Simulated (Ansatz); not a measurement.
Exchange couplings of EuS against the energies of its magnetic orders, calculated with Ansatz

Space group Fm-3m (No. 225), 2 atoms in the cell of the first input below: a = 4.212 Å, b = 4.212 Å, c = 4.212 Å, α = 60.00°, β = 60.00°, γ = 60.00°.

The cell was built from a prototype of a structure type listed for this compound, at its measured volume, taken without relaxation (pressure -2.1 GPa with this functional, without spin–orbit coupling). Functional: PBEsol+U (Eu 6 eV).

The couplings come from the ferromagnetic state by the force theorem with constrained moments:

```yaml
crystal:
  lattice:
    - [0.0, 2.978501867, 2.978501867]
    - [2.978501867, 0.0, 2.978501867]
    - [2.978501867, 2.978501867, 0.0]
  atoms:
    - { symbol: Eu, position: [0.5, 0.5, 0.5], spin: 7.55 }
    - { symbol: S, position: [0.0, 0.0, 0.0] }
basis:
  ecutwfc: 420
  ecutrho_ratio: 4
kpoints:
  mp_grid: { grid: [8, 8, 8] }
  band_path:
    path:
      - [[0.0, 0.0, 0.0], [0.5, 0.0, 0.5], [0.625, 0.25, 0.625]]
      - [[0.375, 0.375, 0.75], [0.0, 0.0, 0.0], [0.5, 0.5, 0.5], [0.5, 0.25, 0.75], [0.5, 0.0, 0.5]]
    npoints: 6
hamiltonian:
  xc: pbesol
  hubbard: { sites: [{ species: Eu, l: f, u_eff: 6.0 }] }
scf:
  occupations: { method: gaussian, width: 0.05 }
  lower_state_search: "off"
output:
  forces: true
  stress: true
  eigenvalues: true
  populations: true
  hubbard: { sites: [{ species: Eu, l: f }] }
  eigenstates:
    nscf_kmesh: { grid: [8, 8, 8] }
    top_band: c35
    exchange_couplings: { magnetic: [{ site: 0 }] }
    magnetocrystalline_anisotropy: {}
magnetization:
  spin_polarized: true
checkpoint:
  read: start.run
  write: ck
  compress: false
  write_wavefunctions: false
  write_every: 100000
```

```bash
ansatz run input.yaml --threads 4 --pin off --max-ram 9216MiB --backend cpu --events-out ev --progress --plain --runs-dir out
```

start.run is the saved state of an earlier run of the same cell.

Time: 51 s on 4 threads of Arm Neoverse V1 (shared host), peak memory 1.9 GiB.

Couplings between Eu atoms, for E = −Σ(i≠j) J_ij e_i·e_j with unit vectors (each pair counted twice):

```csv
distance (Å),neighbours,J (meV)
4.212,12,0.534
5.957,6,-0.119
7.296,24,0.002
8.424,12,0.007
9.419,24,0.001
10.318,8,0.000
11.145,48,0.000
11.914,6,-0.004
12.637,36,0.000
13.320,24,0.000
```

14 shells out to 16.3 Å enter the sums below; those further out add -0.01 meV to J(0).

Problem. All couplings of one atom add up to J(0) = 5.82 meV. What is the mean-field ordering temperature?

Solution. k_B T = (2/3) J(0), so T = 45.0 K; the program prints 45.0 K, and 32.2 K in Tyablikov's decoupling. Mean field leaves out fluctuations and so overshoots the model's own ordering temperature. The couplings also hang on U, so neither figure predicts a measured one.

At rigid moments, leaving out the upper third of the empty bands moves a coupling by up to 21 % of the largest.

Problem. What energy per Eu above the ferromagnet does the model give for the order with wave vector q = (0.000, 0.000, 0.500) in units of the reciprocal cell vectors?

Solution. E(q) − E(0) = Σ J_ij (1 − cos q·R_ij). The shells that add most, as J × Σ(1 − cos): 0.534 × 12.00 at 4.21 Å, -0.119 × 12.00 at 5.96 Å, 0.002 × 24.00 at 7.30 Å, 0.001 × 24.00 at 9.42 Å, and 0.01 meV from the 10 other shells kept; in all 5.06 meV.

Each order was then solved self-consistently. The input for the first:

```yaml
crystal:
  lattice:
    - [0.0, 2.978501867, 2.978501867]
    - [2.978501867, 0.0, 2.978501867]
    - [5.957003734, 5.957003734, 0.0]
  atoms:
    - { symbol: Eu, position: [0.5, 0.5, 0.25], spin: 7.0 }
    - { symbol: S, position: [0.0, 0.0, 0.0] }
    - { symbol: Eu, position: [0.5, 0.5, 0.75], spin: -7.0 }
    - { symbol: S, position: [0.0, 0.0, 0.5] }
basis:
  ecutwfc: 420
  ecutrho_ratio: 4
kpoints:
  mp_grid: { grid: [8, 8, 4] }
hamiltonian:
  xc: pbesol
  hubbard: { sites: [{ species: Eu, l: f, u_eff: 6.0 }] }
scf:
  occupations: { method: gaussian, width: 0.05 }
  lower_state_search: "off"
output:
  forces: true
  stress: true
  eigenvalues: true
  populations: true
  hubbard: { sites: [{ species: Eu, l: f }] }
  write_density: true
  write_potential: true
  elf: true
  volumetric_format: npy
magnetization:
  spin_polarized: true
checkpoint:
  read: start.run
  write: ck
  compress: false
  write_wavefunctions: false
  write_every: 100000
```

```bash
ansatz run input.yaml --threads 4 --pin off --max-ram 9216MiB --backend cpu --events-out ev --progress --plain --runs-dir out
```

start.run is the saved state of an earlier run of the same cell.

Time: 5.8 s on 4 threads of Arm Neoverse V1, with other jobs on the host, peak memory 0.66 GiB.

Total energies count from the ferromagnet on the 8×8×8 mesh, or from a ferromagnetic run in the same doubled cell where its mesh isn't the equal of that (spin moment 6.86 μB).

```json
{"order": "collinear order in a doubled cell", "q": "0.000 0.000 0.500", "model (meV)": "5.06", "total energies (meV)": "4.74", "largest spin moment (μB)": "6.86", "gap on the mesh (eV)": "1.17"}
{"order": "collinear order in a doubled cell", "q": "0.000 0.500 0.500", "model (meV)": "8.65", "total energies (meV)": "7.93", "largest spin moment (μB)": "6.85", "gap on the mesh (eV)": "1.04"}
```

The model has the sign of the total energies in all 2 rows, and meets their size within a tenth for 2; the largest miss is 0.72 meV. The ferromagnet is the lowest of the states tried, which hold no spiral. The couplings are derived for small turns about the ferromagnet.

Caveats: no spin-orbit coupling, which matters for these elements; not tested for a lower state; state of the open shells carried from another run; the upper empty bands still move some couplings by over a tenth of the largest.

EuS comes out ferromagnetic because the coupling between nearest Eu neighbours, 0.534 meV, outweighs a weaker antiferromagnetic one between second neighbours. The usual picture for Eu²⁺ is that virtual 4f–5d transfer, with Hund's exchange on the receiving ion, favours parallel spins, while superexchange through S 3p along the straight Eu–S–Eu path opposes them. The order at q = (0.000, 0.000, 0.500) reverses every second neighbour and so recovers some of its cost, lying 4.74 meV above the ferromagnet against 7.93 meV for the other order. Nearest-neighbour coupling alone would bring these energies closer together, so the total energies independently support the negative second coupling.

EuS is indeed a ferromagnet, but its measured ordering temperature lies well below even the 32.2 K of Tyablikov's decoupling, so neglected fluctuations are unlikely to be the whole reason. Probably the functional places the empty 5d states too close to the 4f shell, which strengthens the ferromagnetic exchange. The agreement between model and total energies tests the mapping onto spins, not this underlying electronic structure.
